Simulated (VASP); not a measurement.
# C20N (a cell with a defect) in VASP: settings compared, part 2 of 2

VASP 6.6.1. The steps go on from the part before.

## 3. Hyperfine couplings, HSE06, collinear spin, ferromagnetic start

The input, POSCAR:

```
C20N                                    
1.0
    7.1440000000      0.0000000000      0.0000000000
    0.0000000000      7.1440000000      0.0000000000
    0.0000000000      0.0000000000      7.1440000000
  N               C             
     3    60
Direct
     0.1332810243373790    0.1332810233125918    0.1355193356964359
     0.1332810734277672    0.8644807666187155    0.8667189268467240
     0.8644807652456384    0.1332810794914372    0.8667189234094277
     0.0049899137643640    0.2491241899048635    0.2494808053433942
     0.1249605112063972    0.3761128167284139    0.3762238821997119
     0.2491241900338589    0.0049899151119042    0.2494808039155996
     0.3761128165332076    0.1249605099342016    0.3762238787429668
     0.2479416271976591    0.2479416331096638    0.0054190715826066
     0.3757922060682580    0.3757922058752040    0.1249389456742517
     0.0000010483309818    0.0000010512269546    0.5000212734038069
     0.1223897323723531    0.1223897308212038    0.6283399258108308
     0.9945810586956271    0.2479417727069933    0.7520582270750833
     0.1223897242909786    0.3716600358774013    0.8776103011696154
     0.2479417690054695    0.9945810627381554    0.7520582272707413
     0.3716600381393424    0.1223897218845170    0.8776103043427782
     0.2495339619942137    0.2495339620086304    0.5019877348307185
     0.3744805971808484    0.3744805987730199    0.6255194035232038
     0.0000010430594799    0.4999787076662734    0.9999989545584582
     0.1244176982455512    0.6265654524819413    0.1231794690707363
     0.9997257867848117    0.7517191918703927    0.2482807879927152
     0.1244177210924017    0.8768204878890793    0.3734345722437938
     0.2503562017457026    0.5012053343322904    0.2494813170972852
     0.3750760156024968    0.6255525939052147    0.3744474183734548
     0.2491242296667526    0.7505193479783764    0.9950100063293205
     0.3724204396379213    0.8773143599131267    0.1226856337635625
     0.0002339491744113    0.4999221417917538    0.5000778595482824
     0.1249604907377219    0.6237761293443718    0.6238872277495305
     0.0049899371929268    0.7505193535755615    0.7508758196591800
     0.2495339550841310    0.4980122646780664    0.7504660341760481
     0.3761127734279091    0.6237761092493576    0.8750394790207858
     0.2503561854626404    0.7505186939205561    0.4987946908093394
     0.3757922790289620    0.8750610546558225    0.6242077256480798
     0.4999787068087976    0.0000010408781130    0.9999989552124215
     0.6265654548450902    0.1244177044743175    0.1231794705684400
     0.5012053335787051    0.2503562051403149    0.2494813132768807
     0.6255525918203946    0.3750760183952931    0.3744474238972333
     0.7517191958011759    0.9997257839048922    0.2482807823174906
     0.8768204864271014    0.1244177184836277    0.3734345707308147
     0.7505193520359427    0.2491242238251335    0.9950100054766957
     0.8773143621257180    0.3724204379232848    0.1226856345986116
     0.4999221436093219    0.0002339531409091    0.5000778602911777
     0.6237761300741561    0.1249604933905822    0.6238872250475943
     0.4980122682718217    0.2495339536614731    0.7504660375402908
     0.6237761146137776    0.3761127756404593    0.8750394762569279
     0.7505193482534925    0.0049899353994837    0.7508758228948479
     0.7505186888289449    0.2503561882309583    0.4987946843381757
     0.8750610547823517    0.3757922796333477    0.6242077244181951
     0.4999220675209330    0.4999220643733212    0.9997660481145768
     0.6241876410755339    0.6241876402484525    0.1240845247111258
     0.4990302598462129    0.7507474586765078    0.2492525268144024
     0.6241878028507444    0.8759154783201367    0.3758121795013178
     0.7507474588858029    0.4990302564397998    0.2492525275247180
     0.8759154758202246    0.6241878010786904    0.3758121825773839
     0.7517189232770674    0.7517189213415385    0.0002745747631328
     0.8636555266114255    0.8636555256100665    0.1363443634855371
     0.5001884960805502    0.5001884934801586    0.4998115189733401
     0.6255525934734452    0.6255525946315939    0.6249239480706201
     0.5012053283903619    0.7505186687821169    0.7496438041550909
     0.6265654374737417    0.8768204822766080    0.8755824062232257
     0.7505186720687740    0.5012053286355315    0.7496438021488561
     0.8768204820468229    0.6265654352393842    0.8755823997382852
     0.7507474922823002    0.7507474896426172    0.5009696904955859
     0.8773143466511029    0.8773143497252306    0.6275795489585348
```

The input, INCAR.step1:

```
SYSTEM = C20N
PREC = Accurate
ENCUT = 420
EDIFF = 1E-5
ISMEAR = 0
SIGMA = 0.01
LREAL = .FALSE.
LASPH = .TRUE.
NELM = 100
ALGO = Normal
ISIF = 2
LWAVE = .TRUE.
LCHARG = .FALSE.
ISPIN = 2
MAGMOM = 0 0 0 0 0 0 0 0 0 0 0 0 0 0 0 0 0 0 0 0 0 0 0 0 0 0 0 0 0 0 0 0 0 0 0 0 0 0 0 0 0 0 0 0 0 0 0 0 0 0 0 0 0 0 1 0 0 0 0 0 0 0 0
LORBIT = 11
NUPDOWN = 1
NELECT = 255
ISYM = 0
NCORE = 4
NGYROMAG = 3.0777 10.7084
LEFG = .TRUE.
QUAD_EFG = 20.44 0
GGA = PE
```

The input, INCAR.step2:

```
SYSTEM = C20N
PREC = Accurate
ENCUT = 420
EDIFF = 1E-6
ISMEAR = 0
SIGMA = 0.01
LREAL = .FALSE.
LASPH = .TRUE.
NELM = 100
ALGO = Normal
ISIF = 2
LWAVE = .FALSE.
LCHARG = .FALSE.
ISPIN = 2
MAGMOM = 0 0 0 0 0 0 0 0 0 0 0 0 0 0 0 0 0 0 0 0 0 0 0 0 0 0 0 0 0 0 0 0 0 0 0 0 0 0 0 0 0 0 0 0 0 0 0 0 0 0 0 0 0 0 1 0 0 0 0 0 0 0 0
LORBIT = 11
NUPDOWN = 1
GGA = PE
LHFCALC = .TRUE.
HFSCREEN = 0.2
PRECFOCK = Fast
LHYPERFINE = .TRUE.
NELECT = 255
ISYM = 0
NCORE = 4
NGYROMAG = 3.0777 10.7084
LEFG = .TRUE.
QUAD_EFG = 20.44 0
ISTART = 1
```

The input, KPOINTS:

```
Automatic mesh
0
G
  2 2 2
  0 0 0
```

Potentials or basis: VASP PAW PBE potentials, release 64 (N, C).

Command:

```
$ cat potpaw_PBE.64/N/POTCAR potpaw_PBE.64/C/POTCAR > POTCAR
$ cp INCAR.step1 INCAR
$ mpirun -np 8 vasp_std > vasp.out
$ cp INCAR.step2 INCAR
$ mpirun -np 8 vasp_std > vasp.out
```

OUTCAR:

```text
SYSTEM = C20N
   PREC = Accurate
   ENCUT = 420
   EDIFF = 1E-6
   ISMEAR = 0
   LREAL = .FALSE.
   LASPH = .TRUE.
   NELM = 100
   ISIF = 2
   ISPIN = 2
   LORBIT = 11
   NUPDOWN = 1
   GGA = PE
   LHFCALC = .TRUE.
   HFSCREEN = 0.2
   PRECFOCK = Fast
   NELECT = 255
   ISYM = 0
   ISTART = 1

 ion  position               nearest neighbor table
   1  0.133  0.133  0.136-   6 1.48   4 1.48   8 1.49
   2  0.133  0.864  0.867-  24 1.48  28 1.48  14 1.49
   3  0.864  0.133  0.867-  39 1.48  45 1.48  12 1.49
   4  0.005  0.249  0.249-   1 1.48   5 1.54  38 1.55  40 1.56
   5  0.125  0.376  0.376-  26 1.54   4 1.54  16 1.55  22 1.56
   6  0.249  0.005  0.249-   1 1.48   7 1.54  21 1.55  25 1.56
   7  0.376  0.125  0.376-  41 1.54   6 1.54  16 1.55  35 1.56
[... 3046 lines left out ...]
 (convention: |A_zz| > |A_xx| > |A_yy|)
 ----------------------------------------------------------------------
  ion      A_xx      A_yy      A_zz     asymmetry (A_yy - A_xx)/ A_zz
 ----------------------------------------------------------------------
   1       8.008     7.933    11.842      -0.006
   2       8.009     7.933    11.842      -0.006
   3       8.009     7.933    11.842      -0.006
   4      -2.331    -0.438    -2.391      -0.792
   5       0.748     0.441     1.139      -0.269
   6      -2.331    -0.438    -2.391      -0.792
[... 55 lines left out ...]
  62      -4.163    -2.413    -4.351      -0.402
  63       2.534     2.061     4.379      -0.108
 ---------------------------------------------------------------------

 total charge

# of ion       s       p       d       tot
------------------------------------------
    1        1.222   2.644   0.000   3.866
    2        1.222   2.644   0.000   3.866
    3        1.222   2.644   0.000   3.866
    4        0.830   1.700   0.000   2.529
    5        0.837   1.743   0.000   2.580
    6        0.830   1.700   0.000   2.529
[... 55 lines left out ...]
   62        0.833   1.723   0.000   2.557
   63        0.834   1.726   0.000   2.559
--------------------------------------------------
tot         53.755 111.716   0.000 165.472

 magnetization (x)

# of ion       s       p       d       tot
------------------------------------------
    1        0.003   0.014   0.000   0.017
    2        0.003   0.014   0.000   0.017
    3        0.003   0.014   0.000   0.017
    4       -0.000  -0.001   0.000  -0.001
    5        0.000   0.001   0.000   0.001
    6       -0.000  -0.001   0.000  -0.001
[... 55 lines left out ...]
   62       -0.001  -0.002   0.000  -0.003
   63        0.000   0.002   0.000   0.002
--------------------------------------------------
tot          0.073   0.549   0.000   0.622
```

OUTCAR.step1:

```text
SYSTEM = C20N
   PREC = Accurate
   ENCUT = 420
   EDIFF = 1E-5
   ISMEAR = 0
   LREAL = .FALSE.
   LASPH = .TRUE.
   NELM = 100
   ISIF = 2
   ISPIN = 2
   LORBIT = 11
[... 2979 lines left out ...]
--------------------------------------------------
tot         53.510 112.118   0.000 165.628

 magnetization (x)

# of ion       s       p       d       tot
------------------------------------------
    1        0.003   0.017   0.000   0.020
    2        0.003   0.017   0.000   0.020
    3        0.003   0.017   0.000   0.020
    4       -0.000  -0.001   0.000  -0.001
    5        0.000   0.001   0.000   0.001
    6       -0.000  -0.001   0.000  -0.001
[... 55 lines left out ...]
   62       -0.000  -0.002   0.000  -0.002
   63        0.000   0.002   0.000   0.002
--------------------------------------------------
tot          0.071   0.556   0.000   0.628
```

Wall time 2.9 h (8 MPI ranks of Intel Xeon Platinum 8488C (Sapphire Rapids), shared host); peak memory 0.32 GiB.

Results:

* Free energy: -658.7221 eV
* Largest force: 0.268 eV/Å
* Net moment: 1.00 μB per cell
* Site moments: N +0.02; C -0.00, +0.00, +0.01, -0.02, +0.03, +0.46 μB
* Valence electrons inside the program's atomic spheres: N 3.87; C 2.53, 2.58, 2.52, 2.56, 2.57, 2.59

Forces in eV/Å, atoms in the order of the input:
```
N    0.160  0.160  0.144
N    0.160 -0.144 -0.160
N   -0.144  0.160 -0.160
C    0.067 -0.018 -0.017
C   -0.002 -0.014 -0.022
C   -0.018  0.067 -0.017
C   -0.014 -0.002 -0.022
C   -0.024 -0.024  0.082
C   -0.017 -0.017 -0.015
C    0.003  0.003  0.015
C   -0.005 -0.005 -0.003
C   -0.082 -0.024  0.024
C   -0.005  0.003  0.005
C   -0.024 -0.082  0.024
C    0.003 -0.005  0.005
C    0.002  0.002  0.002
C    0.001  0.001 -0.001
C    0.003 -0.015 -0.003
C   -0.003  0.011 -0.018
C    0.065 -0.116  0.116
C   -0.003  0.018 -0.011
C    0.000 -0.003  0.015
C    0.002  0.010 -0.010
C   -0.018  0.017 -0.067
C    0.007  0.000  0.000
C   -0.002 -0.001  0.001
C   -0.002  0.022  0.014
C    0.067  0.017  0.018
C    0.002 -0.002 -0.002
C   -0.014  0.022  0.002
C    0.000 -0.015  0.003
C   -0.017  0.015  0.017
C   -0.015  0.003 -0.003
C    0.011 -0.003 -0.018
C   -0.003  0.000  0.015
C    0.010  0.002 -0.010
C   -0.116  0.065  0.116
C    0.018 -0.003 -0.011
C    0.017 -0.018 -0.067
C    0.000  0.007  0.000
C   -0.001 -0.002  0.001
C    0.022 -0.002  0.014
C   -0.002  0.002 -0.002
C    0.022 -0.014  0.002
C    0.017  0.067  0.018
C   -0.015  0.000  0.003
C    0.015 -0.017  0.017
C   -0.001 -0.001  0.002
C    0.038  0.038 -0.020
C   -0.015 -0.008  0.008
C    0.038  0.020 -0.038
C   -0.008 -0.015  0.008
C    0.020  0.038 -0.038
C   -0.116 -0.116 -0.065
C   -0.099 -0.099  0.099
C   -0.005 -0.005  0.005
C    0.010  0.010 -0.002
C   -0.003 -0.015  0.000
C    0.011  0.018  0.003
C   -0.015 -0.003  0.000
C    0.018  0.011  0.003
C   -0.008 -0.008  0.015
C    0.000  0.000 -0.007
```

Electric field gradients, principal values (V/Å²):
```csv
atom,Vxx,Vyy,Vzz
1 N,68.459,69.547,-138.007
2 N,68.459,69.547,-138.007
3 N,68.459,69.547,-138.007
4 C,-7.874,-9.153,17.027
5 C,0.129,3.397,-3.526
6 C,-7.874,-9.153,17.027
7 C,0.129,3.397,-3.526
8 C,-8.594,-8.737,17.331
9 C,0.339,1.692,-2.032
10 C,-0.485,-0.659,1.144
11 C,1.513,1.685,-3.198
12 C,-8.594,-8.737,17.331
13 C,1.513,1.685,-3.198
14 C,-8.594,-8.737,17.331
15 C,1.513,1.685,-3.198
16 C,-0.994,-2.681,3.675
17 C,-0.796,-0.796,1.591
18 C,-0.485,-0.659,1.144
19 C,0.034,1.713,-1.748
20 C,1.734,5.699,-7.432
21 C,0.034,1.713,-1.748
22 C,-0.121,-1.372,1.493
23 C,-0.198,-0.712,0.910
24 C,-7.874,-9.153,17.027
25 C,1.281,1.797,-3.077
26 C,-0.229,-0.449,0.677
27 C,0.129,3.397,-3.526
28 C,-7.874,-9.153,17.027
29 C,-0.994,-2.681,3.675
30 C,0.129,3.397,-3.526
31 C,-0.121,-1.372,1.493
32 C,0.339,1.692,-2.032
33 C,-0.485,-0.659,1.144
34 C,0.034,1.713,-1.748
35 C,-0.121,-1.372,1.493
36 C,-0.198,-0.712,0.910
37 C,1.734,5.699,-7.432
38 C,0.034,1.713,-1.748
39 C,-7.874,-9.153,17.027
40 C,1.281,1.797,-3.077
41 C,-0.229,-0.449,0.677
42 C,0.129,3.397,-3.526
43 C,-0.994,-2.681,3.675
44 C,0.129,3.397,-3.526
45 C,-7.874,-9.153,17.027
46 C,-0.121,-1.372,1.493
47 C,0.339,1.692,-2.032
48 C,-0.229,-0.448,0.677
49 C,0.554,1.145,-1.699
50 C,-0.642,-2.322,2.964
51 C,0.554,1.145,-1.699
52 C,-0.642,-2.322,2.964
53 C,0.554,1.145,-1.699
54 C,1.734,5.698,-7.433
55 C,-1.118,-1.120,2.238
56 C,-0.367,-0.368,0.735
57 C,-0.198,-0.712,0.910
58 C,-0.121,-1.372,1.493
59 C,0.034,1.713,-1.748
60 C,-0.121,-1.372,1.493
61 C,0.034,1.713,-1.748
62 C,-0.642,-2.322,2.964
63 C,1.281,1.797,-3.077
```

Hyperfine coupling, principal values (MHz):
```csv
atom,values
1 N,"8.0, 7.9, 11.8"
2 N,"8.0, 7.9, 11.8"
3 N,"8.0, 7.9, 11.8"
4 C,"-2.3, -0.4, -2.4"
5 C,"0.7, 0.4, 1.1"
6 C,"-2.3, -0.4, -2.4"
7 C,"0.7, 0.4, 1.1"
8 C,"2.2, 2.1, 3.8"
9 C,"3.5, 3.3, 4.9"
10 C,"-2.1, -0.4, -2.3"
11 C,"1.3, 0.8, 1.6"
12 C,"2.2, 2.1, 3.8"
13 C,"1.3, 0.8, 1.6"
14 C,"2.2, 2.1, 3.8"
15 C,"1.3, 0.8, 1.6"
16 C,"-0.4, -0.3, -0.4"
17 C,"0.7, 0.7, 0.9"
18 C,"-2.1, -0.4, -2.3"
19 C,"6.0, 5.6, 9.9"
20 C,"-26.8, -22.2, -27.1"
21 C,"6.0, 5.6, 9.9"
22 C,"-1.3, -1.0, -1.8"
23 C,"2.3, 1.9, 3.2"
24 C,"-2.3, -0.4, -2.4"
25 C,"2.5, 2.1, 4.4"
26 C,"6.3, 6.0, 9.3"
27 C,"0.7, 0.4, 1.1"
28 C,"-2.3, -0.4, -2.4"
29 C,"-0.4, -0.3, -0.4"
30 C,"0.7, 0.4, 1.1"
31 C,"-1.3, -1.0, -1.8"
32 C,"3.5, 3.3, 4.9"
33 C,"-2.1, -0.4, -2.3"
34 C,"6.0, 5.6, 9.9"
35 C,"-1.3, -1.0, -1.8"
36 C,"2.3, 1.9, 3.2"
37 C,"-26.8, -22.2, -27.1"
38 C,"6.0, 5.6, 9.9"
39 C,"-2.3, -0.4, -2.4"
40 C,"2.5, 2.1, 4.4"
41 C,"6.3, 6.0, 9.3"
42 C,"0.7, 0.4, 1.1"
43 C,"-0.4, -0.3, -0.4"
44 C,"0.7, 0.4, 1.1"
45 C,"-2.3, -0.4, -2.4"
46 C,"-1.3, -1.0, -1.8"
47 C,"3.5, 3.3, 4.9"
48 C,"6.3, 6.0, 9.3"
49 C,"38.5, 38.3, 54.4"
50 C,"-4.2, -2.4, -4.4"
51 C,"38.5, 38.3, 54.4"
52 C,"-4.2, -2.4, -4.4"
53 C,"38.5, 38.3, 54.4"
54 C,"-26.8, -22.2, -27.1"
55 C,"258.3, 258.3, 484.8"
56 C,"-0.4, -0.1, -0.4"
57 C,"2.3, 1.9, 3.2"
58 C,"-1.3, -1.0, -1.8"
59 C,"6.0, 5.6, 9.9"
60 C,"-1.3, -1.0, -1.8"
61 C,"6.0, 5.6, 9.9"
62 C,"-4.2, -2.4, -4.4"
63 C,"2.5, 2.1, 4.4"
```

Caveat: the k mesh is coarse (spacing up to 0.44 Å⁻¹), so the values aren't converged, least of all with exact exchange; the PAW data sets were made with another functional, which shifts forces and pressure a little; the total moment is fixed, so each spin has its own Fermi level.
